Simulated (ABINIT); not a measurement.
# GaN (P6_3mc) in ABINIT: further runs

One crystal, GaN, is run at these levels: LDA-Teter, RPBE, WC, LDA; tasks: band structure.

Everything below comes from runs of ABINIT 10.8.3 (patched build). Logs are shortened: lines on timing, memory, paths and dates and some standing lists are left out, and cuts for length are marked. The log counts tension as positive stress, the text compression.

**Experimental background.**

From “Studying electronic properties in GaN without electrical contacts using γ-γ vs e−-γ Perturbed Angular Correlations”, 2019, pmc:6823545, for a bulk crystal of GaN: band gap 3.503 ± 0.005 eV (direct).

The results are compared with them further down.

## 1. The crystal as given

Symmetry: P6_3mc, No. 186, hexagonal system. The conventional cell has a = 3.180 Å, b = 3.180 Å, c = 5.166 Å, α = 90.00°, β = 90.00°, γ = 120.00°. Ga (site symmetry 3m) is surrounded by 4 N at 1.94 to 1.95 Å. N (site symmetry 3m) has 4 Ga at 1.94 to 1.95 Å as nearest neighbours.

## 2. Band structure, LDA-Teter

Contents of run.abi:

```
# Datasets: ground state, then fixed potential
ndtset 2

# Pseudopotentials
pp_dirpath "./"
pseudos "Ga.LDA_PW-JTH.xml, N.LDA_PW-JTH.xml"

# Structure
acell 3*1.0 Angstrom
rprim
     3.1800000000     0.0000000000     0.0000000000
    -1.5900000000     2.7539607840     0.0000000000
     0.0000000000     0.0000000000     5.1660000000
ntypat 2
znucl 31 7
natom 4
typat 1 1 2 2
xcart
     3.0046645385     1.7347438797     4.8811625799
    -0.0000000003     3.4694877600     0.0000000000
     3.0046645385     1.7347438797     8.5420345148
    -0.0000000003     3.4694877600     3.6608719349

# Plane-wave basis
ecut 25.0
pawecutdg 47.0

# Exchange and correlation
ixc 1

# Bands and occupations
occopt 3
tsmear 0.00183747

# SCF cycle
nstep 100

# Output
iomode 3
prtwf 0
prteig 0
prtebands 0
enunit 2
prtden1 1

# Dataset 1
kptopt1 1
ngkpt1 10 10 5
nshiftk1 1
shiftk1 0.0 0.0 0.0
nband1 22
tolvrs1 1.0e-9

# Dataset 2: bands along G-M-K-G-A-L-H-A
iscf2 -2
getden2 1
nband2 26
nbdbuf2 2
tolwfr2 1.0e-12
kptopt2 -7
ndivsm2 5
prteig2 1
prtvol2 -3
kptbounds2
     0.0000000000     0.0000000000     0.0000000000
     0.5000000000     0.0000000000     0.0000000000
     0.3333333333     0.3333333333     0.0000000000
     0.0000000000     0.0000000000     0.0000000000
     0.0000000000     0.0000000000     0.5000000000
     0.5000000000     0.0000000000     0.5000000000
     0.3333333333     0.3333333333     0.5000000000
     0.0000000000     0.0000000000     0.5000000000
```

Potentials or basis: JTH PAW LDA v2.0.

Launch:

```
$ abinit run.abi > log 2>&1
```

run.abo:

```text
.Version 10.8.3 of ABINIT
 DATASET    1 : space group P6_3 m c (#186); Bravais hP (primitive hexag.)
================================================================================
 Values of the parameters that define the memory need for DATASET  1.
     intxc =       0    ionmov =       0      iscf =      17    lmnmax =      18
     lnmax =       6     mgfft =      45  mpssoang =       3    mqgrid =    3013
     natom =       4  nloc_mem =       2    nspden =       1   nspinor =       1
    nsppol =       1      nsym =      12    n1xccc =       1    ntypat =       2
    occopt =       3   xclevel =       1
       mpw =        1846          nfft =       40500          nkpt =          42
 PAW method is used; the additional fine FFT grid is defined by:
   mgfftf=        64    nfftf =    102400
================================================================================
================================================================================

 DATASET    2 : space group P6_3 m c (#186); Bravais hP (primitive hexag.)
================================================================================
 Values of the parameters that define the memory need for DATASET  2.
     intxc =       0    ionmov =       0      iscf =      -2    lmnmax =      18
     lnmax =       6     mgfft =      45  mpssoang =       3    mqgrid =    3013
     natom =       4  nloc_mem =       2    nspden =       1   nspinor =       1
    nsppol =       1      nsym =      12    n1xccc =       1    ntypat =       2
    occopt =       3   xclevel =       1
       mpw =        1852          nfft =       40500          nkpt =          56
 PAW method is used; the additional fine FFT grid is defined by:
   mgfftf=        64    nfftf =    102400
================================================================================
================================================================================

--------------------------------------------------------------------------------
------------- Echo of variables that govern the present computation ------------
--------------------------------------------------------------------------------
 -outvars: echo values of preprocessed input variables --------
            acell      1.8897261259E+00  1.8897261259E+00  1.8897261259E+00 Bohr
              amu      6.97230000E+01  1.40067400E+01
             ecut      2.50000000E+01 Hartree
           enunit           2
           getden1          0
           getden2          1
             iscf1         17
             iscf2         -2
           jdtset        1    2
           kptopt1          1
           kptopt2         -7
         kptrlatt       10    0    0      0   10    0      0    0    5
          kptrlen1     4.88116258E+01
          kptrlen2     3.00000000E+01
            natom           4
            nband1         22
            nband2         26
           nbdbuf1          0
           nbdbuf2          2
           ndtset           2
           ndivsm1          0
           ndivsm2          5
            ngfft          30      30      45
          ngfftdg          40      40      64
             nkpt1         42
             nkpt2         56
            nstep         100
             nsym          12
           ntypat           2
           occopt           3
        pawecutdg      4.70000000E+01 Hartree
        prtebands           0
           prteig1          0
           prteig2          1
           prtvol1          0
           prtvol2         -3
            prtwf           0
            rprim      3.1800000000E+00  0.0000000000E+00  0.0000000000E+00
                      -1.5900000000E+00  2.7539607840E+00  0.0000000000E+00
                       0.0000000000E+00  0.0000000000E+00  5.1660000000E+00
           shiftk1     0.00000000E+00  0.00000000E+00  0.00000000E+00
[... 866 lines left out ...]
entropy   :   0.00000000E+00
fermie    :   2.51236269E-01
cartesian_stress_tensor: null
pressure_GPa: null
xred      :
- [  6.6667E-01,   3.3333E-01,   5.0000E-01, Ga]
- [  3.3333E-01,   6.6667E-01,   0.0000E+00, Ga]
- [  6.6667E-01,   3.3333E-01,   8.7500E-01,  N]
- [  3.3333E-01,   6.6667E-01,   3.7500E-01,  N]
cartesian_forces: null
force_length_stats: {min: null, max: null, mean: null, }
...

 Integrated electronic density in atomic spheres:
 ------------------------------------------------
 Atom  Sphere_radius  Integrated_density
    1        2.10359         11.21403098
    2        2.10359         11.21403098
    3        1.20497          2.54432826
    4        1.20497          2.54432826

================================================================================

 ----iterations are completed or convergence reached----

 Mean square residual over all n,k,spin=   52.232E-14; max=  99.940E-14
 reduced coordinates (array xred) for    4 atoms
       0.666666666330      0.333333332992      0.500000000000
       0.333333332997      0.666666666326      0.000000000000
       0.666666666330      0.333333332992      0.874999999742
       0.333333332997      0.666666666326      0.374999999742

 cartesian coordinates (angstrom) at end:
    1      1.58999999947258     0.91798692706064     2.58300000000000
    2     -0.00000000052742     1.83597385506064     0.00000000000000
    3      1.58999999947258     0.91798692706064     4.52024999866920
    4     -0.00000000052742     1.83597385506064     1.93724999866920
 length scales=  1.889726125908  1.889726125908  1.889726125908 bohr
              =  1.000000000000  1.000000000000  1.000000000000 angstroms
 Eigenvalues (hartree) for nkpt=  56  k points:
 kpt#   1, nband= 26, wtk=  1.00000, kpt=  0.0000  0.0000  0.0000 (reduced coord)
  -0.37258   -0.33904   -0.28481   -0.28401   -0.28401   -0.28167   -0.28167   -0.27469
  -0.27469   -0.27088   -0.27088   -0.22024   -0.05206    0.17417    0.17417    0.21140
   0.21372    0.21372    0.28609    0.36760    0.54812    0.57121    0.57121    0.60485
   0.63946    0.63946
 kpt#   2, nband= 26, wtk=  1.00000, kpt=  0.0556  0.0000  0.0000 (reduced coord)
  -0.37142   -0.33876   -0.28468   -0.28384   -0.28366   -0.28156   -0.28145   -0.27479
  -0.27471   -0.27109   -0.27085   -0.21937   -0.05041    0.16519    0.17166    0.20219
   0.21032    0.21271    0.29664    0.37524    0.54551    0.56165    0.57427    0.60693
   0.63290    0.64206
 kpt#   3, nband= 26, wtk=  1.00000, kpt=  0.1111  0.0000  0.0000 (reduced coord)
  -0.36806   -0.33800   -0.28423   -0.28337   -0.28264   -0.28113   -0.28078   -0.27508
  -0.27472   -0.27163   -0.27077   -0.21685   -0.04555    0.14198    0.16480    0.17825
   0.20672    0.20968    0.31796    0.39379    0.53154    0.54712    0.58244    0.60666
   0.62348    0.64898
 kpt#   4, nband= 26, wtk=  1.00000, kpt=  0.1667  0.0000  0.0000 (reduced coord)
  -0.36297   -0.33696   -0.28356   -0.28274   -0.28117   -0.27981   -0.27976   -0.27551
[... 248 lines left out ...]
 kpt#  54, nband= 26, wtk=  1.00000, kpt=  0.0606  0.0606  0.5000 (reduced coord)
  -0.34876   -0.34876   -0.28284   -0.28284   -0.28251   -0.28251   -0.27476   -0.27476
  -0.27244   -0.27244   -0.26667   -0.26667    0.06986    0.06986    0.17276    0.17276
   0.18653    0.18653    0.38718    0.38718    0.50604    0.50604    0.58560    0.58560
   0.60182    0.60182
 kpt#  55, nband= 26, wtk=  1.00000, kpt=  0.0303  0.0303  0.5000 (reduced coord)
  -0.35060   -0.35060   -0.28314   -0.28314   -0.28305   -0.28305   -0.27358   -0.27358
  -0.27243   -0.27243   -0.26956   -0.26956    0.07078    0.07078    0.18744    0.18744
   0.19172    0.19172    0.37427    0.37427    0.51686    0.51686    0.58932    0.58932
   0.59364    0.59364
 kpt#  56, nband= 26, wtk=  1.00000, kpt=  0.0000  0.0000  0.5000 (reduced coord)
  -0.35125   -0.35125   -0.28323   -0.28323   -0.28323   -0.28323   -0.27242   -0.27242
  -0.27242   -0.27242   -0.27126   -0.27126    0.07091    0.07091    0.19342    0.19342
   0.19342    0.19342    0.36898    0.36898    0.52120    0.52120    0.59080    0.59080
   0.59080    0.59080
 Eigenvalues (   eV  ) for nkpt=  56  k points:
 kpt#   1, nband= 26, wtk=  1.00000, kpt=  0.0000  0.0000  0.0000 (reduced coord)
 -10.13847   -9.22578   -7.75015   -7.72821   -7.72821   -7.66476   -7.66476   -7.47473
  -7.47473   -7.37095   -7.37095   -5.99298   -1.41651    4.73930    4.73930    5.75259
   5.81566    5.81566    7.78493   10.00286   14.91521   15.54331   15.54331   16.45876
  17.40069   17.40069
 kpt#   2, nband= 26, wtk=  1.00000, kpt=  0.0556  0.0000  0.0000 (reduced coord)
 -10.10674   -9.21819   -7.74660   -7.72358   -7.71879   -7.66159   -7.65852   -7.47742
  -7.47519   -7.37663   -7.37016   -5.96942   -1.37172    4.49510    4.67122    5.50198
   5.72316    5.78820    8.07212   10.21085   14.84413   15.28336   15.62666   16.51545
  17.22200   17.47142
 kpt#   3, nband= 26, wtk=  1.00000, kpt=  0.1111  0.0000  0.0000 (reduced coord)
 -10.01550   -9.19757   -7.73438   -7.71092   -7.69114   -7.65005   -7.64049   -7.48524
  -7.47564   -7.39152   -7.36811   -5.90085   -1.23942    3.86361    4.48445    4.85041
   5.62517    5.70557    8.65201   10.71552   14.46389   14.88784   15.84900   16.50819
  16.96582   17.65972
 kpt#   4, nband= 26, wtk=  1.00000, kpt=  0.1667  0.0000  0.0000 (reduced coord)
  -9.87697   -9.16923   -7.71606   -7.69364   -7.65111   -7.61393   -7.61278   -7.49692
[... 249 lines left out ...]
  -9.49016   -9.49016   -7.69656   -7.69656   -7.68756   -7.68756   -7.47654   -7.47654
  -7.41352   -7.41352   -7.25648   -7.25648    1.90091    1.90091    4.70092    4.70092
   5.07563    5.07563   10.53572   10.53572   13.77009   13.77009   15.93510   15.93510
  16.37643   16.37643
 kpt#  55, nband= 26, wtk=  1.00000, kpt=  0.0303  0.0303  0.5000 (reduced coord)
  -9.54020   -9.54020   -7.70460   -7.70460   -7.70211   -7.70211   -7.44445   -7.44445
  -7.41316   -7.41316   -7.33520   -7.33520    1.92610    1.92610    5.10056    5.10056
   5.21687    5.21687   10.18447   10.18447   14.06453   14.06453   16.03613   16.03613
  16.15366   16.15366
 kpt#  56, nband= 26, wtk=  1.00000, kpt=  0.0000  0.0000  0.5000 (reduced coord)
  -9.55794   -9.55794   -7.70721   -7.70721   -7.70721   -7.70721   -7.41297   -7.41297
  -7.41297   -7.41297   -7.38138   -7.38138    1.92960    1.92960    5.26326    5.26326
   5.26326    5.26326   10.04039   10.04039   14.18254   14.18254   16.07651   16.07651
  16.07651   16.07651

== END DATASET(S) ==============================================================
================================================================================

 -outvars: echo values of variables after computation  --------
            acell      1.8897261259E+00  1.8897261259E+00  1.8897261259E+00 Bohr
           etotal1    -1.7877304634E+02
            fcart1    -3.5846200960E-28 -2.0695813774E-28 -2.4328294609E-03
                       3.5846200960E-28  2.0695813774E-28 -2.4328294609E-03
                       1.7923100480E-28  1.0347906887E-28  2.4328294609E-03
                      -1.7923100480E-28 -1.0347906887E-28  2.4328294609E-03
            rprim      3.1800000000E+00  0.0000000000E+00  0.0000000000E+00
                      -1.5900000000E+00  2.7539607840E+00  0.0000000000E+00
                       0.0000000000E+00  0.0000000000E+00  5.1660000000E+00
           strten1     1.7935162106E-04  1.7935162155E-04  1.0706709124E-04
                       0.0000000000E+00  0.0000000000E+00  0.0000000000E+00
           xangst      1.5899999995E+00  9.1798692706E-01  2.5830000000E+00
                      -5.2742404307E-10  1.8359738551E+00  0.0000000000E+00
                       1.5899999995E+00  9.1798692706E-01  4.5202499987E+00
                      -5.2742404307E-10  1.8359738551E+00  1.9372499987E+00
             xred      6.6666666633E-01  3.3333333299E-01  5.0000000000E-01
                       3.3333333300E-01  6.6666666633E-01  0.0000000000E+00
                       6.6666666633E-01  3.3333333299E-01  8.7499999974E-01
                       3.3333333300E-01  6.6666666633E-01  3.7499999974E-01
 Calculation completed.
```

It took 1.9 min on 1 thread of Arm Neoverse V1, shared host; peak memory 0.13 GiB.

What came out:

* Free energy: -4864.6624 eV
* Largest force: 0.125 eV/Å
* Band gap on the k mesh: 1.97 eV, direct
* Valence electrons inside the program's atomic spheres: Ga 11.21; N 2.54

Forces on the atoms (eV/Å):
```
Ga   0.000  0.000 -0.125
Ga   0.000  0.000 -0.125
N    0.000  0.000  0.125
N    0.000  0.000  0.125
```

Levels at the corners of the path, in eV from the valence-band top:
| point | band 16 | band 17 | band 18 | band 19 | band 20 | band 21 |
| --- | --- | --- | --- | --- | --- | --- |
| Γ | -0.06 | 0.00 | 0.00 | 1.97 | 4.19 | 9.10 |
| M | -2.82 | -2.30 | -1.00 | 4.91 | 5.52 | 5.93 |
| K | -3.08 | -3.08 | -2.75 | 4.96 | 7.73 | 7.73 |
| Γ | -0.06 | 0.00 | 0.00 | 1.97 | 4.19 | 9.10 |
| A | -0.55 | -0.55 | -0.55 | 4.22 | 4.22 | 8.37 |
| L | -1.99 | -1.95 | -1.95 | 4.30 | 4.30 | 7.67 |
| H | -4.29 | -1.53 | -1.53 | 6.37 | 6.37 | 7.18 |
| A | -0.55 | -0.55 | -0.55 | 4.22 | 4.22 | 8.37 |

Caveat: the cutoff is too short for stress, so the log's stress isn't used.

## 3. Band structure, RPBE

Contents of run.abi:

```
# Datasets: ground state, then fixed potential
ndtset 2

# Pseudopotentials
pp_dirpath "./"
pseudos "Ga.GGA_PBE-JTH.xml, N.GGA_PBE-JTH.xml"

# Structure
acell 3.18 3.18 5.166 Angstrom
rprim
     1.0000000000     0.0000000000     0.0000000000
    -0.5000000000     0.8660254038     0.0000000000
     0.0000000000     0.0000000000     1.0000000000
ntypat 2
znucl 31 7
natom 4
typat 1 1 2 2
xred
     0.6666666667     0.3333333333     0.5000000000
     0.3333333333     0.6666666667     0.0000000000
     0.6666666667     0.3333333333     0.8750000000
     0.3333333333     0.6666666667     0.3750000000

# Plane-wave basis
ecut 25.0
pawecutdg 47.0

# Exchange and correlation
ixc 15

# Bands and occupations
occopt 3
tsmear 0.05 eV

# SCF cycle
nstep 100

# Output
iomode 3
prtwf 0
prteig 0
prtebands 0
prtden1 1

# Dataset 1
kptopt1 1
ngkpt1 10 10 5
nshiftk1 1
shiftk1 0.0 0.0 0.0
nband1 22
tolvrs1 1.0e-9

# Dataset 2: bands along G-M-K-G-A-L-H-A
iscf2 -2
getden2 1
nband2 26
nbdbuf2 2
tolwfr2 1.0e-12
kptopt2 -7
ndivsm2 8
prteig2 1
prtvol2 -3
kptbounds2
     0.0000000000     0.0000000000     0.0000000000
     0.5000000000     0.0000000000     0.0000000000
     0.3333333333     0.3333333333     0.0000000000
     0.0000000000     0.0000000000     0.0000000000
     0.0000000000     0.0000000000     0.5000000000
     0.5000000000     0.0000000000     0.5000000000
     0.3333333333     0.3333333333     0.5000000000
     0.0000000000     0.0000000000     0.5000000000
```

Potentials or basis: JTH PAW PBE v2.0.

Launch:

```
$ abinit run.abi > log 2>&1
```

Run time: 2.6 min. Hardware: 1 thread of Arm Neoverse V1, shared host; peak memory 0.17 GiB.

It converged, with:

```
Free energy                                           : -4847.0131 eV
Largest force                                         : 0.143 eV/Å
Band gap on the k mesh                                : 2.00 eV, direct
Valence electrons inside the program's atomic spheres : Ga 11.18; N 2.56
```

Forces in eV/Å, atoms in the order of the input:
```
Ga   0.000  0.000 -0.143
Ga   0.000  0.000 -0.143
N    0.000  0.000  0.143
N    0.000  0.000  0.143
```

Levels at the corners of the path, in eV from the valence-band top:
```csv
point,band 15,band 16,band 17,band 18,band 19,band 20,band 21,band 22
Γ,-1.06,-0.06,0.00,0.00,2.00,4.36,9.35,9.99
M,-4.26,-2.78,-2.25,-0.99,5.16,5.65,6.14,8.74
K,-5.31,-3.03,-3.03,-2.70,5.21,7.93,7.93,8.53
Γ,-1.06,-0.06,0.00,0.00,2.00,4.36,9.35,9.99
A,-0.54,-0.54,-0.54,-0.54,4.34,4.34,8.62,8.62
L,-1.96,-1.96,-1.92,-1.92,4.49,4.49,7.90,7.90
H,-4.20,-4.20,-1.50,-1.50,6.54,6.54,7.41,7.41
A,-0.54,-0.54,-0.54,-0.54,4.34,4.34,8.62,8.62
```

Caveat: the cutoff is too short for stress, so the log's stress isn't used; the PAW data sets were made with another functional, which shifts forces and pressure a little.

## 4. Band structure, WC

Edit run.abi of step 3 so:

```diff
@@ -24,3 +24,3 @@
 # Plane-wave basis
-ecut 25.0
+ecut 680.284656 eV
 pawecutdg 47.0
@@ -28,3 +28,3 @@
 # Exchange and correlation
-ixc 15
+ixc 23
 
@@ -32,3 +32,3 @@
 occopt 3
-tsmear 0.05 eV
+tsmear 0.00183747
 
@@ -42,2 +42,3 @@
 prtebands 0
+enunit 2
 prtden1 1
```

Launch:

```
$ abinit run.abi > log 2>&1
```

Run time: 2.6 min. Hardware: 1 thread of Arm Neoverse V1, shared host; peak memory 0.17 GiB.

Results (log left out):

| Quantity | Value |
| --- | --- |
| Free energy | -4853.0588 eV |
| Largest force | 0.131 eV/Å |
| Band gap on the k mesh | 1.89 eV, direct |
| Valence electrons inside the program's atomic spheres | Ga 11.20; N 2.55 |

Forces in eV/Å, atoms in the order of the input:
```
Ga   0.000  0.000 -0.131
Ga   0.000  0.000 -0.131
N    0.000  0.000  0.131
N    0.000  0.000  0.131
```

Levels at the corners of the path, in eV from the valence-band top:
```
point  band 15  band 16  band 17  band 18  band 19  band 20  band 21  band 22
    Γ    -1.07    -0.06     0.00     0.00     1.89     4.20     9.13     9.81
    M    -4.32    -2.81    -2.30    -1.00     4.93     5.52     5.95     8.58
    K    -5.40    -3.08    -3.08    -2.75     4.97     7.80     7.80     8.29
    Γ    -1.07    -0.06     0.00     0.00     1.89     4.20     9.13     9.81
    A    -0.55    -0.55    -0.55    -0.55     4.20     4.20     8.42     8.42
    L    -1.98    -1.98    -1.95    -1.95     4.30     4.30     7.73     7.73
    H    -4.28    -4.28    -1.52    -1.52     6.39     6.39     7.19     7.19
    A    -0.55    -0.55    -0.55    -0.55     4.20     4.20     8.42     8.42
```

Caveat: the cutoff is too short for stress, so the log's stress isn't used; the PAW data sets were made with another functional, which shifts forces and pressure a little.

(Part 1 of 2 ends here.)
